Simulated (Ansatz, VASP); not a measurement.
**BN in VASP and in Ansatz**

Contents of INCAR:

```
SYSTEM = BN
PREC     = Accurate       ! precision mode
ENCUT    = 520            ! plane-wave cutoff, eV
EDIFF    = 1E-7           ! SCF threshold, eV
ISMEAR   = 0              ! smearing method
SIGMA    = 0.01           ! smearing width, eV
LREAL    = .False.        ! projectors in reciprocal space
LASPH    = .True.         ! aspherical terms in the spheres
NELM     = 60             ! most SCF steps
ALGO     = Normal         ! electronic algorithm
ISIF     = 2              ! what is computed and relaxed
LWAVE    = .False.        ! write WAVECAR
LCHARG   = .False.        ! write CHGCAR
GGA      = CA             ! functional
NBANDS   = 26             ! bands
```

The input KPOINTS:

```
regular mesh
0
Gamma
  6 6 4
  0 0 0
```

The input POSCAR:

```
BN
1.0
    1.6438210000     -4.7155350000      0.0000000000
    1.6438210000      4.7155350000      0.0000000000
   -1.1929310000      0.0000000000      4.1817430000
B N
4 4
Direct
    0.4344000000      0.5664270000      0.0002040000
    0.5664270000      0.4344000000      0.5002040000
    0.1769990000      0.5642020000      0.4918210000
    0.5642020000      0.1769990000      0.9918210000
    0.3857400000      0.7783390000      0.8407830000
    0.7783390000      0.3857400000      0.3407830000
    0.3799060000      0.5117870000      0.3210930000
    0.5117870000      0.3799060000      0.8210930000
```

Input for Ansatz:

```yaml
crystal:
  lattice:
    - [1.643821, -4.715535, 0.0]
    - [1.643821, 4.715535, 0.0]
    - [-1.192931, 0.0, 4.181743]
  atoms:
    - { symbol: B, position: [0.4344, 0.566427, 0.000204] }
    - { symbol: B, position: [0.566427, 0.4344, 0.500204] }
    - { symbol: B, position: [0.176999, 0.564202, 0.491821] }
    - { symbol: B, position: [0.564202, 0.176999, 0.991821] }
    - { symbol: "N", position: [0.38574, 0.778339, 0.840783] }
    - { symbol: "N", position: [0.778339, 0.38574, 0.340783] }
    - { symbol: "N", position: [0.379906, 0.511787, 0.321093] }
    - { symbol: "N", position: [0.511787, 0.379906, 0.821093] }
basis:
  ecutwfc: 470.0
kpoints:
  mp_grid:
    grid: [6, 6, 4]
hamiltonian:
  xc: lda
scf:
  occupations:
    method: fixed
output:
  band_densities:
    - { bands: [v2, v1] }
    - { bands: [c1, c2] }
```

The cell comes from a database or a generator and needn't be the stable form of this composition.

Alike in both runs: task single point; functional LDA; k mesh 6 × 6 × 4; no spin polarisation.

|  | VASP | Ansatz |
| --- | --- | --- |
| version | VASP 6.6.1 | Ansatz 0.2.0 |
| potentials or method | VASP PAW LDA potentials, release 64 (B, N) | plane waves, PAW |
| plane-wave cutoff (eV) | 520 | 470 |
| occupations | gaussian, width 0.01 eV | fixed |
| valence electrons in the cell | 32 | 32 |

VASP gave:

* gap on the k mesh at the Fermi level (eV): 3.41

**Question.** Estimate Ansatz's values.

**Answer.** gap on the k mesh at the Fermi level (eV): 3.43.

A k mesh can miss the band edges. As with any semilocal functional, this LDA gap is likely too small.
